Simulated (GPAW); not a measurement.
# Work function of 1T-SrCl2 monolayer at several levels, part 2 of 2

How far do functional and basis move the work function of 1T-SrCl2 monolayer? Where a layer proves gapped, the work function hangs on where the smearing puts the Fermi level, and the band edges take its place.

GPAW 26.7.0; GPAW, PAW setups; layer in a repeated cell with vacuum, relaxation of atoms and in-plane cell (the session's first sound run).

So far, upper work function (eV): step 3 (plane waves, PBE) 5.42; step 6 (LDA) 5.65; step 7 (GPAW, PAW setups) 5.62; step 8 (RPBE) 5.31; step 9 (mode fd, grid spacing 0.18 Å, PBE, GPAW) 5.47.

### 10. Atomic orbitals: mode = "lcao"

Atom-centred orbitals end a few angstrom from the surface, which tests how much the density's tail matters.

File run.py:

```python
import json
import numpy as np
from ase import Atoms
from gpaw import GPAW

slab = Atoms(
    ['Cl', 'Sr', 'Cl'],
    positions=[
        [2.22714, 1.28584, 7.00000],
        [-0.00000, -0.00000, 8.39969],
        [0.00000, 2.57168, 9.79938]],
    cell=[[4.45427, 0.0, 0.0], [-2.22714, 3.85752, 0.0], [0.0, 0.0, 16.7994]],
    pbc=[True, True, False])

slab.calc = GPAW(mode='lcao', basis='dzp', h=0.18, xc='PBE', kpts={'size': (9, 9, 1), 'gamma': True},
                 occupations={'name': 'fermi-dirac', 'width': 0.05}, nbands='120%',
                 convergence={'density': 1e-05}, maxiter=200,
                 poissonsolver={'dipolelayer': 'xy'},
                 symmetry={'tolerance': 1e-3}, txt='slab.txt')
result = {}
energy = slab.get_potential_energy()
fermi = slab.calc.get_fermi_level()
v = slab.calc.get_electrostatic_potential().mean((0, 1)) - fermi
n = slab.calc.get_pseudo_density().mean((0, 1))
L = slab.cell[2, 2]
z = np.arange(len(v)) * L / len(v)
low, high = slab.positions[:, 2].min(), slab.positions[:, 2].max()
below, above = np.interp([low - 4.8, high + 4.8], z, v)
slopes = [np.interp(x, z, np.gradient(v, z)) for x in (low - 4.8, high + 4.8)]
eps = np.array([[slab.calc.get_eigenvalues(k, s) for k in range(len(slab.calc.get_ibz_k_points()))]
                for s in range(slab.calc.get_number_of_spins())]) - fermi
top, bottom = eps[eps < 0].max(), eps[eps > 0].min()
dipole = slab.get_dipole_moment()[2]
print(f'energy {energy:.4f} eV, Fermi level {fermi:.4f} eV, dipole {dipole:.5f} e A')
print(f'potential 4.8 A off the faces, from the Fermi level: lower {below:.4f} eV, upper {above:.4f} eV')
print(f'slope of the potential there: lower {slopes[0]:.5f}, upper {slopes[1]:.5f} eV/A')
print(f'nearest levels on the mesh: {top:.4f} and {bottom:.4f} eV')
print('magnetic moment', round(slab.get_magnetic_moment(), 3))
result.update(energy=energy, fermi=fermi, dipole=dipole, below=below, above=above, slopes=slopes, edges=[top, bottom],
              z=z.tolist(), v=v.tolist(), n=n.tolist(), positions=slab.positions.tolist(),
              forces=slab.get_forces(apply_constraint=False).tolist(), moments=slab.get_magnetic_moments().tolist())
json.dump(result, open('result.json', 'w'))
```

Command:

```bash
> OMP_NUM_THREADS=1 OPENBLAS_NUM_THREADS=1 python run.py
```

Run time: 45 s. Hardware: 1 thread of Arm Neoverse V1, shared host; peak memory 0.26 GiB.

Numbers from this step:

| Quantity | Value |
| --- | --- |
| levels nearest the Fermi level on the mesh | -2.699, 3.157 eV from the Fermi level |
| upper work function | 5.351 eV |
| lower work function | 5.349 eV |
| upper ionisation energy | 8.050 eV |

Electrostatic potential energy of an electron (without an applied field's), less the Fermi level, planar mean against z:

| z (Å) | electrostatic potential energy of an electron (without an applied field's), less the Fermi level, planar mean (eV) |
| --- | --- |
| 0.0 | 5.35 |
| 0.5 | 5.35 |
| 1.0 | 5.35 |
| 1.5 | 5.35 |
| 2.0 | 5.35 |
| 2.5 | 5.35 |
| 3.0 | 5.35 |
| 3.5 | 5.35 |
| 4.0 | 5.35 |
| 4.5 | 5.34 |
| 5.0 | 5.32 |
| 5.5 | 5.16 |
| 6.0 | 4.30 |
| 6.5 | 0.0876 |
| 7.0 | -8.50 |
| 7.5 | -3.79 |
| 8.0 | -6.58 |
| 8.5 | -10.1 |
| 9.0 | -4.27 |
| 9.5 | -5.89 |
| 10.0 | -5.85 |
| 10.5 | 2.55 |
| 11.0 | 4.82 |
| 11.5 | 5.26 |
| 12.0 | 5.33 |
| 12.5 | 5.35 |
| 13.0 | 5.35 |
| 13.5 | 5.35 |
| 14.0 | 5.35 |
| 14.5 | 5.35 |
| 15.0 | 5.35 |
| 15.5 | 5.35 |
| 16.0 | 5.35 |
| 16.5 | 5.35 |

The highest filled level lies 2.70 eV under the Fermi level, so the ionisation energy from the upper face is 5.351 + 2.70 = 8.050 eV, against 7.963 eV in the base run.

### 11. The ladder

Times are for 1 thread of Arm Neoverse V1, shared host. Results by setting:

| no. | run | upper ionisation energy (eV) | time | memory (GiB) |
| --- | --- | --- | --- | --- |
| 1 | pw | 7.963 | 25 s | 0.2 |
| 2 | optPBE vdW | 8.165 | 35 s | 0.38 |
| 3 | revPBE | 7.886 | 25 s | 0.2 |
| 4 | LDA | 8.143 | 24 s | 0.19 |
| 5 | vdW DF2 | 8.342 | 35 s | 0.39 |
| 6 | RPBE | 7.899 | 25 s | 0.2 |
| 7 | fd | 7.960 | 61 s | 0.4 |
| 8 | lcao | 8.050 | 45 s | 0.26 |

### 12. Side by side

Results and costs are gathered.

This step: comparison of work functions, dipole and cost (GPAW 26.7.0).

Ladder, by row:

| step | code | work function, upper (eV) | work function, lower (eV) | dipole (e Å) | wall time (s) | peak memory (GiB) | threads |
| --- | --- | --- | --- | --- | --- | --- | --- |
| pw | GPAW | 5.42 | 5.418 | -2.07e-4 | 24.62 | 0.2 | 1 |
| optPBE-vdW | GPAW | 5.498 | 5.496 | -2.08e-4 | 34.85 | 0.38 | 1 |
| revPBE | GPAW | 5.323 | 5.321 | -2.08e-4 | 24.94 | 0.2 | 1 |
| LDA | GPAW | 5.655 | 5.652 | -2.07e-4 | 23.79 | 0.19 | 1 |
| vdW-DF2 | GPAW | 5.623 | 5.62 | -2.08e-4 | 35.12 | 0.39 | 1 |
| RPBE | GPAW | 5.314 | 5.312 | -2.08e-4 | 24.6 | 0.2 | 1 |
| fd | GPAW | 5.468 | 5.465 | -2.28e-4 | 61.45 | 0.4 | 1 |
| lcao | GPAW | 5.351 | 5.349 | -2.28e-4 | 44.73 | 0.26 | 1 |

### 13. What came out

| Property | Result |
| --- | --- |
| work function, both faces (Fermi level placed in the gap by the smearing) | 5.42 eV |
| ionisation energy from the upper face (highest filled level on the mesh) | 7.96 eV |
| electron affinity from the upper face (lowest empty Kohn-Sham level on the mesh) | 2.20 eV |
| dipole along the normal | -2.1e-4 e Å |

What this shows: With plane waves and PBE the ionisation energy from the upper face is 7.96 eV and the Kohn-Sham electron affinity 2.20 eV. The levels nearest the Fermi level on the mesh lie 5.77 eV apart, so the slab is gapped there: the smearing puts the Fermi level inside the gap, and from either face the ionisation energy is the work function plus 2.5 eV. Both are Kohn-Sham levels on the mesh, and semilocal gaps are too small, so the affinity tends to come out too large and the ionisation energy too small. Work functions of a gapped slab move with the place of the Fermi level in the gap; over the runs without a planted fault the highest filled level on the mesh lies 7.89 (revPBE) to 8.34 eV (vdW-DF2) under the upper vacuum level. The starting lattice was a guess from atomic radii; the relaxation moved it by 11 %. The small printed dipole stands for a step of 2.2 meV from the lower to the upper face, and the probes find 2.4 meV; values this small are near the numerical noise of both. The layer's cell and atoms come from the relaxation; spin-orbit coupling and temperature are left out.

[Logs are printed without paths, hosts, clocks, repeated set-up lines and the standing remarks that a program may print on its own settings, such as how far it seeks lower states.]

[Hosts, paths, dates, database ids (printed as entryN), source tags and the programs' standing remarks are cut or masked in the printed files.]
